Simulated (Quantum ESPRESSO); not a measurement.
# AlRu (Pm-3m) in Quantum ESPRESSO: equation of state

How stiff is AlRu in PBE, and what volume does it want? The cell is scaled to several volumes.

Program: Quantum ESPRESSO 7.5. These are calculated values, not measurements. Logs are shortened: lines on timing, memory, paths and dates and some standing lists are left out, and cuts for length are marked.

## Step 1: The structure

The structure is cubic, space group Pm-3m (No. 221). Conventional cell: a = 2.992 Å, b = 2.992 Å, c = 2.992 Å, α = 90.00°, β = 90.00°, γ = 90.00°. Around Ru (site symmetry m-3m) lie 8 Al at 2.59 Å. Al (site symmetry m-3m) is surrounded by 8 Ru at 2.59 Å.

## Step 2: Single point, PBE, 12.58 Å³/atom

The input, pw.in:

```
&CONTROL
  calculation = 'scf'
  prefix = 'pwscf'
  outdir = './tmp'
  pseudo_dir = './pseudo'
  tprnfor = .true.
  tstress = .true.
  disk_io = 'nowf'
/
&SYSTEM
  ibrav = 0
  nat = 2
  ntyp = 2
  ecutwfc = 60
  ecutrho = 440
  nbnd = 16
  occupations = 'smearing'
  smearing = 'fd'
  degauss = 0.00367493
/
&ELECTRONS
  conv_thr = 4d-10
  electron_maxstep = 120
  mixing_beta = 0.5
/
ATOMIC_SPECIES
Ru   101.0700 Ru_ONCV_PBE-1.0.oncvpsp.upf
Al    26.9815 Al.pbe-n-kjpaw_psl.1.0.0.UPF
CELL_PARAMETERS angstrom
   2.9305298028    0.0000000000    0.0000000000
   0.0000000000    2.9305298028    0.0000000000
   0.0000000000    0.0000000000    2.9305298028
ATOMIC_POSITIONS crystal
Ru     0.5000000000    0.5000000000    0.5000000000
Al     0.0000000000    0.0000000000    0.0000000000
K_POINTS automatic
9 9 9 0 0 0
```

Potentials or basis: SSSP 1.3 efficiency PBE.

Run with:

```console
OMP_NUM_THREADS=1 pw.x -in pw.in > pw.out
```

pw.out:

```text
This program is part of the open-source Quantum ESPRESSO suite
     for quantum simulation of materials; please cite
         "P. Giannozzi et al., J. Phys.:Condens. Matter 21 395502 (2009);
         "P. Giannozzi et al., J. Phys.:Condens. Matter 29 465901 (2017);
         "P. Giannozzi et al., J. Chem. Phys. 152 154105 (2020);
     in publications or presentations arising from this work. More details at

     file Al.pbe-n-kjpaw_psl.1.0.0.UPF: wavefunction(s)  3S 3P renormalized
     Message from routine setup:
     using ibrav=0 with symmetry is DISCOURAGED, use correct ibrav instead

     G-vector sticks info
     --------------------
     sticks:   dense  smooth     PW     G-vecs:    dense   smooth      PW
     Sum        1085     593    177                26529    10779    1839

     Using Slab Decomposition

     bravais-lattice index     =            0
     lattice parameter (alat)  =       5.5379  a.u.
     unit-cell volume          =     169.8381 (a.u.)^3
     number of atoms/cell      =            2
     number of atomic types    =            2
     number of electrons       =        19.00
     number of Kohn-Sham states=           16
     kinetic-energy cutoff     =      60.0000  Ry
     charge density cutoff     =     440.0000  Ry
     scf convergence threshold =      4.0E-10
     mixing beta               =       0.5000
     number of iterations used =            8  plain     mixing
     Exchange-correlation= SLA  PW   PBX  PBC
                           (   1   4   3   4   0   0   0)

     celldm(1)=   5.537899  celldm(2)=   0.000000  celldm(3)=   0.000000
     celldm(4)=   0.000000  celldm(5)=   0.000000  celldm(6)=   0.000000

     crystal axes: (cart. coord. in units of alat)
               a(1) = (   1.000000   0.000000   0.000000 )
               a(2) = (   0.000000   1.000000   0.000000 )
               a(3) = (   0.000000   0.000000   1.000000 )

     reciprocal axes: (cart. coord. in units 2 pi/alat)
               b(1) = (  1.000000  0.000000  0.000000 )
               b(2) = (  0.000000  1.000000  0.000000 )
               b(3) = (  0.000000  0.000000  1.000000 )

     PseudoPot. # 1 for Ru read from file:
     Ru_ONCV_PBE-1.0.oncvpsp.upf
     Pseudo is Norm-conserving, Zval = 16.0
     Generated using ONCVPSP code by D. R. Hamann
     Using radial grid of 1458 points,  6 beta functions with:
                l(1) =   0
                l(2) =   0
                l(3) =   1
                l(4) =   1
                l(5) =   2
                l(6) =   2

     PseudoPot. # 2 for Al read from file:
     Al.pbe-n-kjpaw_psl.1.0.0.UPF
     Pseudo is Projector augmented-wave + core cor, Zval =  3.0
     Generated using "atomic" code by A. Dal Corso  v.5.1
     Shape of augmentation charge: PSQ
     Using radial grid of 1135 points,  6 beta functions with:
                l(1) =   0
                l(2) =   0
                l(3) =   1
                l(4) =   1
                l(5) =   2
                l(6) =   2
     Q(r) pseudized with 0 coefficients

     atomic species   valence    mass     pseudopotential
     Ru               16.00   101.07000     Ru( 1.00)
     Al                3.00    26.98150     Al( 1.00)

     48 Sym. Ops., with inversion, found

   Cartesian axes

     site n.     atom                  positions (alat units)
         1        Ru     tau(   1) = (   0.5000000   0.5000000   0.5000000  )
         2        Al     tau(   2) = (   0.0000000   0.0000000   0.0000000  )

     number of k points=    35  Fermi-Dirac smearing, width (Ry)=  0.0037
                       cart. coord. in units 2pi/alat
        k(    1) = (   0.0000000   0.0000000   0.0000000), wk =   0.0027435
        k(    2) = (   0.0000000   0.0000000   0.1111111), wk =   0.0164609
        k(    3) = (   0.0000000   0.0000000   0.2222222), wk =   0.0164609
        k(    4) = (   0.0000000   0.0000000   0.3333333), wk =   0.0164609
        k(    5) = (   0.0000000   0.0000000   0.4444444), wk =   0.0164609
        k(    6) = (   0.0000000   0.1111111   0.1111111), wk =   0.0329218
[... 27 lines left out ...]
        k(   34) = (   0.3333333   0.4444444   0.4444444), wk =   0.0658436
        k(   35) = (   0.4444444   0.4444444   0.4444444), wk =   0.0219479

     Dense  grid:    26529 G-vectors     FFT dimensions: (  40,  40,  40)

     Smooth grid:    10779 G-vectors     FFT dimensions: (  27,  27,  27)

     Initial potential from superposition of free atoms

     starting charge      18.9972, renormalised to      19.0000
     Starting wfcs are   14 randomized atomic wfcs +    2 random wfcs

     Self-consistent Calculation

     iteration #  1     ecut=    60.00 Ry     beta= 0.50
     Davidson diagonalization with overlap
     ethr =  1.00E-02,  avg # of iterations =  4.1

     Threshold (ethr) on eigenvalues was too large:
     Diagonalizing with lowered threshold

     Davidson diagonalization with overlap
     ethr =  2.36E-04,  avg # of iterations =  2.3

     total energy              =    -228.12716724 Ry
     estimated scf accuracy    <       0.04419052 Ry

     iteration #  2     ecut=    60.00 Ry     beta= 0.50
     Davidson diagonalization with overlap
     ethr =  2.33E-04,  avg # of iterations =  2.1

     total energy              =    -228.13187396 Ry
     estimated scf accuracy    <       0.01712089 Ry

     iteration #  3     ecut=    60.00 Ry     beta= 0.50
     Davidson diagonalization with overlap
     ethr =  9.01E-05,  avg # of iterations =  1.7

     total energy              =    -228.13447739 Ry
     estimated scf accuracy    <       0.00207002 Ry

     iteration #  4     ecut=    60.00 Ry     beta= 0.50
     Davidson diagonalization with overlap
     ethr =  1.09E-05,  avg # of iterations =  2.2

     total energy              =    -228.13471528 Ry
     estimated scf accuracy    <       0.00003540 Ry

     iteration #  5     ecut=    60.00 Ry     beta= 0.50
     Davidson diagonalization with overlap
     ethr =  1.86E-07,  avg # of iterations =  2.7

     total energy              =    -228.13472023 Ry
     estimated scf accuracy    <       0.00000372 Ry

     iteration #  6     ecut=    60.00 Ry     beta= 0.50
     Davidson diagonalization with overlap
     ethr =  1.96E-08,  avg # of iterations =  2.0

     total energy              =    -228.13472099 Ry
     estimated scf accuracy    <       0.00000008 Ry

     iteration #  7     ecut=    60.00 Ry     beta= 0.50
     Davidson diagonalization with overlap
     ethr =  4.07E-10,  avg # of iterations =  2.3

     total energy              =    -228.13472101 Ry
     estimated scf accuracy    <          8.2E-09 Ry

     iteration #  8     ecut=    60.00 Ry     beta= 0.50
     Davidson diagonalization with overlap
     ethr =  4.30E-11,  avg # of iterations =  1.8

     End of self-consistent calculation

          k = 0.0000 0.0000 0.0000 (  1357 PWs)   bands (ev):

   -54.3495 -24.2805 -24.2805 -24.2805   7.5224  13.6197  13.6197  17.7100
    17.7100  17.7100  23.9885  23.9885  23.9885  28.8852  28.8852  33.8580

          k = 0.0000 0.0000 0.1111 (  1341 PWs)   bands (ev):

   -54.3471 -24.3117 -24.2779 -24.2779   7.7712  13.7093  13.7122  17.4057
    17.4057  17.7419  22.9299  24.4737  24.4737  28.3235  29.7216  34.6099

          k = 0.0000 0.0000 0.2222 (  1330 PWs)   bands (ev):

   -54.3409 -24.3901 -24.2712 -24.2712   8.4869  13.8187  13.9491  16.7623
    16.7623  17.8240  21.2572  25.6604  25.6604  27.0871  30.7531  35.2321

          k = 0.0000 0.0000 0.3333 (  1326 PWs)   bands (ev):

   -54.3338 -24.4783 -24.2636 -24.2636   9.5846  13.4651  14.2494  16.1667
    16.1667  17.9198  20.2520  25.8700  27.1589  27.1589  31.3090  33.2045

          k = 0.0000 0.0000 0.4444 (  1326 PWs)   bands (ev):

   -54.3292 -24.5353 -24.2587 -24.2587  10.9142  12.4272  14.4652  15.8281
    15.8281  17.9838  20.0504  25.1364  28.6369  28.6369  31.4555  31.4665

          k = 0.0000 0.1111 0.1111 (  1333 PWs)   bands (ev):

   -54.3446 -24.3103 -24.3075 -24.2752   8.0150  13.7892  13.8226  17.0741
    17.3695  17.5194  23.1426  23.5801  24.9488  28.4886  30.1172  35.2038

          k = 0.0000 0.1111 0.2222 (  1325 PWs)   bands (ev):

   -54.3385 -24.3869 -24.3018 -24.2686   8.7144  13.9045  14.0632  16.4299
    16.7957  17.5547  21.5655  24.4079  26.1183  27.6416  31.3966  34.3659

          k = 0.0000 0.1111 0.3333 (  1330 PWs)   bands (ev):

   -54.3314 -24.4746 -24.2937 -24.2610   9.7822  13.5122  14.3644  15.9977
    16.2113  17.6564  20.4090  25.3056  26.9399  27.6033  32.0855  32.5267

          k = 0.0000 0.1111 0.4444 (  1334 PWs)   bands (ev):

   -54.3268 -24.5313 -24.2885 -24.2560  11.0843  12.4470  14.6033  15.8019
    15.8762  17.7261  20.0492  25.2881  27.5545  29.1514  30.2790  31.2637

          k = 0.0000 0.2222 0.2222 (  1330 PWs)   bands (ev):

   -54.3324 -24.3820 -24.3755 -24.2618   9.3563  13.9377  14.4034  15.8731
    16.7916  17.0594  21.6520  23.3435  27.2324  27.5481  32.8452  32.8544

          k = 0.0000 0.2222 0.3333 (  1335 PWs)   bands (ev):

   -54.3254 -24.4653 -24.3693 -24.2542  10.2989  13.5198  14.7420  15.7587
    16.3250  17.0743  20.6078  24.0189  26.8586  28.5618  31.0947  32.8178

          k = 0.0000 0.2222 0.4444 (  1337 PWs)   bands (ev):

   -54.3209 -24.5212 -24.3633 -24.2491  11.3408  12.6895  15.0008  15.8168
    16.0019  17.1494  19.9894  25.0505  26.0894  29.6510  29.7584  31.5720

          k = 0.0000 0.3333 0.3333 (  1336 PWs)   bands (ev):

   -54.3185 -24.4571 -24.4521 -24.2464  10.9104  13.4180  15.2466  15.7788
    16.4024  16.5711  20.2933  23.4997  26.2229  29.2018  30.6871  32.9830

          k = 0.0000 0.3333 0.4444 (  1328 PWs)   bands (ev):

   -54.3140 -24.5097 -24.4476 -24.2414  11.3042  13.3739  15.5623  15.9472
    16.1522  16.5881  19.7408  23.9786  25.2276  29.2763  30.3433  33.4908
[... 58 lines left out ...]
   -54.3239 -24.3729 -24.3650 -24.3650  10.1106  14.4274  14.4274  16.0683
    16.1265  16.1265  23.2779  23.2779  24.4701  30.6127  30.6700  30.6700

          k = 0.2222 0.2222 0.3333 (  1337 PWs)   bands (ev):

   -54.3170 -24.4530 -24.3607 -24.3565  10.8801  14.0398  14.3153  15.7608
    16.2480  16.6786  21.7024  24.5591  24.8652  28.8911  28.9938  31.9130

          k = 0.2222 0.2222 0.4444 (  1326 PWs)   bands (ev):

   -54.3125 -24.5080 -24.3545 -24.3509  11.6209  13.3534  14.1629  15.6696
    16.3973  17.6641  20.3854  25.3697  25.7520  27.5967  27.6746  32.0688

          k = 0.2222 0.3333 0.3333 (  1334 PWs)   bands (ev):

   -54.3102 -24.4448 -24.4407 -24.3497  11.3710  13.7851  14.1659  15.8121
    16.8441  16.8796  21.8159  23.5878  25.1607  27.2540  29.6715  30.5227

          k = 0.2222 0.3333 0.4444 (  1341 PWs)   bands (ev):

   -54.3057 -24.4972 -24.4362 -24.3440  11.7035  13.6251  13.8794  15.7991
    16.9789  18.2531  20.5423  23.8644  25.1430  26.5563  28.8684  30.7091

          k = 0.2222 0.4444 0.4444 (  1341 PWs)   bands (ev):

   -54.3013 -24.4904 -24.4898 -24.3384  11.6636  13.7067  13.8233  15.7098
    18.3437  18.7079  20.1113  23.0823  23.7034  26.8923  29.6656  29.8682

          k = 0.3333 0.3333 0.3333 (  1337 PWs)   bands (ev):

   -54.3034 -24.4364 -24.4314 -24.4314  11.7570  13.5460  13.5460  16.9904
    16.9904  17.2579  23.1602  23.1602  23.2364  27.9602  28.5204  28.5204

          k = 0.3333 0.3333 0.4444 (  1340 PWs)   bands (ev):

   -54.2990 -24.4870 -24.4281 -24.4254  12.0143  13.2007  13.3282  17.0787
    17.2889  19.0073  21.2076  22.7369  24.5208  26.8376  27.4702  29.1663

          k = 0.3333 0.4444 0.4444 (  1338 PWs)   bands (ev):

   -54.2945 -24.4805 -24.4800 -24.4206  12.1217  13.0103  13.0608  17.2804
    18.7090  19.7985  21.2402  21.8244  23.3790  26.6607  28.0488  28.1058

          k = 0.4444 0.4444 0.4444 (  1352 PWs)   bands (ev):

   -54.2901 -24.4743 -24.4736 -24.4736  12.4411  12.6627  12.6627  18.8252
    18.8252  20.7596  20.9871  22.2575  22.2575  26.8289  26.8289  27.2032

     the Fermi energy is    17.4535 ev

!    total energy              =    -228.13472101 Ry
     estimated scf accuracy    <          4.3E-11 Ry
     smearing contrib. (-TS)   =      -0.00105577 Ry
     internal energy E=F+TS    =    -228.13366524 Ry

     The total energy is F=E-TS. E is the sum of the following terms:
     one-electron contribution =     -63.75594940 Ry
     hartree contribution      =      42.72799257 Ry
     xc contribution           =     -22.73446432 Ry
     ewald contribution        =    -149.67223599 Ry
     one-center paw contrib.   =     -34.69900810 Ry

     convergence has been achieved in   8 iterations

     Forces acting on atoms (cartesian axes, Ry/au):

     atom    1 type  1   force =     0.00000000    0.00000000    0.00000000
     atom    2 type  2   force =     0.00000000    0.00000000    0.00000000

     Total force =     0.000000     Total SCF correction =     0.000000

     Computing stress (Cartesian axis) and pressure

          total   stress  (Ry/bohr**3)                   (kbar)     P=      174.09
   0.00118345   0.00000000   0.00000000          174.09        0.00        0.00
   0.00000000   0.00118345   0.00000000            0.00      174.09        0.00
   0.00000000   0.00000000   0.00118345            0.00        0.00      174.09

=------------------------------------------------------------------------------=
   JOB DONE.
=------------------------------------------------------------------------------=
```

Run time: 11 s. Hardware: 1 thread of Arm Neoverse V2, shared host; peak memory 0.13 GiB.

Results:

```yaml
Free_energy: -3103.9310 eV
Pressure: 17.4 GPa
Band_gap_on_the_k_mesh: none (metal or under the smearing width)
```

## Step 3: Single point, PBE, 12.85 Å³/atom

pw.in: that of step 2 with these lines changed.

```diff
@@ -29,5 +29,5 @@
 CELL_PARAMETERS angstrom
-   2.9305298028    0.0000000000    0.0000000000
-   0.0000000000    2.9305298028    0.0000000000
-   0.0000000000    0.0000000000    2.9305298028
+   2.9511680166    0.0000000000    0.0000000000
+   0.0000000000    2.9511680166    0.0000000000
+   0.0000000000    0.0000000000    2.9511680166
 ATOMIC_POSITIONS crystal
```

Potentials or basis: SSSP 1.3 efficiency PBE.

Run with:

```console
OMP_NUM_THREADS=1 pw.x -in pw.in > pw.out
```

Wall time 12 s (1 thread of Arm Neoverse V2, shared host); peak memory 0.13 GiB.

The run converged. Its results:

- Free energy: -3103.9800 eV
- Pressure: 11.8 GPa
- Band gap on the k mesh: none (metal or under the smearing width)

## Step 4: Single point, PBE, 13.12 Å³/atom

pw.in: that of step 3 with these lines changed.

```diff
@@ -29,5 +29,5 @@
 CELL_PARAMETERS angstrom
-   2.9511680166    0.0000000000    0.0000000000
-   0.0000000000    2.9511680166    0.0000000000
-   0.0000000000    0.0000000000    2.9511680166
+   2.9715215427    0.0000000000    0.0000000000
+   0.0000000000    2.9715215427    0.0000000000
+   0.0000000000    0.0000000000    2.9715215427
 ATOMIC_POSITIONS crystal
```

Run with:

```console
OMP_NUM_THREADS=1 pw.x -in pw.in > pw.out
```

Wall time 12 s (1 thread of Arm Neoverse V2, shared host); peak memory 0.13 GiB.

The run converged. Its results:

- Free energy: -3104.0111 eV
- Pressure: 6.8 GPa
- Band gap on the k mesh: none (metal or under the smearing width)

## Step 5: Single point, PBE, 13.39 Å³/atom

pw.in: that of step 4 with these lines changed.

```diff
@@ -29,5 +29,5 @@
 CELL_PARAMETERS angstrom
-   2.9715215427    0.0000000000    0.0000000000
-   0.0000000000    2.9715215427    0.0000000000
-   0.0000000000    0.0000000000    2.9715215427
+   2.9916000000    0.0000000000    0.0000000000
+   0.0000000000    2.9916000000    0.0000000000
+   0.0000000000    0.0000000000    2.9916000000
 ATOMIC_POSITIONS crystal
```

Run with:

```console
OMP_NUM_THREADS=1 pw.x -in pw.in > pw.out
```

Wall time 12 s (1 thread of Arm Neoverse V2, shared host); peak memory 0.14 GiB.

It converged, with:

```yaml
Free_energy: -3104.0263 eV
Pressure: 2.2 GPa
Band_gap_on_the_k_mesh: none (metal or under the smearing width)
```

## Step 6: Single point, PBE, 13.65 Å³/atom

pw.in: that of step 5 with these lines changed.

```diff
@@ -29,5 +29,5 @@
 CELL_PARAMETERS angstrom
-   2.9916000000    0.0000000000    0.0000000000
-   0.0000000000    2.9916000000    0.0000000000
-   0.0000000000    0.0000000000    2.9916000000
+   3.0114124979    0.0000000000    0.0000000000
+   0.0000000000    3.0114124979    0.0000000000
+   0.0000000000    0.0000000000    3.0114124979
 ATOMIC_POSITIONS crystal
```

Potentials or basis: SSSP 1.3 efficiency PBE.

Run with:

```console
OMP_NUM_THREADS=1 pw.x -in pw.in > pw.out
```

It took 14 s on 1 thread of Arm Neoverse V2, shared host; peak memory 0.14 GiB.

Results (log left out):

* Free energy: -3104.0272 eV
* Pressure: -1.8 GPa
* Band gap on the k mesh: none (metal or under the smearing width)

## Step 7: Single point, PBE, 13.92 Å³/atom

pw.in: that of step 6 with these lines changed.

```diff
@@ -29,5 +29,5 @@
 CELL_PARAMETERS angstrom
-   3.0114124979    0.0000000000    0.0000000000
-   0.0000000000    3.0114124979    0.0000000000
-   0.0000000000    0.0000000000    3.0114124979
+   3.0309676725    0.0000000000    0.0000000000
+   0.0000000000    3.0309676725    0.0000000000
+   0.0000000000    0.0000000000    3.0309676725
 ATOMIC_POSITIONS crystal
```

Run with:

```console
OMP_NUM_THREADS=1 pw.x -in pw.in > pw.out
```

It took 14 s on 1 thread of Arm Neoverse V2, shared host; peak memory 0.14 GiB.

The run converged. Its results:

| Property | Result |
| --- | --- |
| Free energy | -3104.0151 eV |
| Pressure | -5.5 GPa |
| Band gap on the k mesh | none (metal or under the smearing width) |

## Step 8: Single point, PBE, 14.19 Å³/atom

pw.in: that of step 7 with these lines changed.

```diff
@@ -29,5 +29,5 @@
 CELL_PARAMETERS angstrom
-   3.0309676725    0.0000000000    0.0000000000
-   0.0000000000    3.0309676725    0.0000000000
-   0.0000000000    0.0000000000    3.0309676725
+   3.0502737196    0.0000000000    0.0000000000
+   0.0000000000    3.0502737196    0.0000000000
+   0.0000000000    0.0000000000    3.0502737196
 ATOMIC_POSITIONS crystal
```

Run with:

```console
OMP_NUM_THREADS=1 pw.x -in pw.in > pw.out
```

It took 14 s on 1 thread of Arm Neoverse V2, shared host; peak memory 0.14 GiB.

Results (log left out):

* Free energy: -3103.9915 eV
* Pressure: -8.8 GPa
* Band gap on the k mesh: none (metal or under the smearing width)

## Step 9: Equation of state, PBE

Potentials or basis: SSSP 1.3 efficiency PBE.

No new run: the results of the series are fitted here.

Results:

- Equilibrium volume: 13.54 Å³/atom
- Bulk modulus: 204 GPa
- Pressure derivative of the bulk modulus: 4.4

Energy against volume, from the lowest point:
```csv
volume (Å³/atom),energy (meV/atom)
12.584,48.09
12.851,23.61
13.119,8.02
13.387,0.42
13.655,0.00
13.922,6.02
14.190,17.84
```
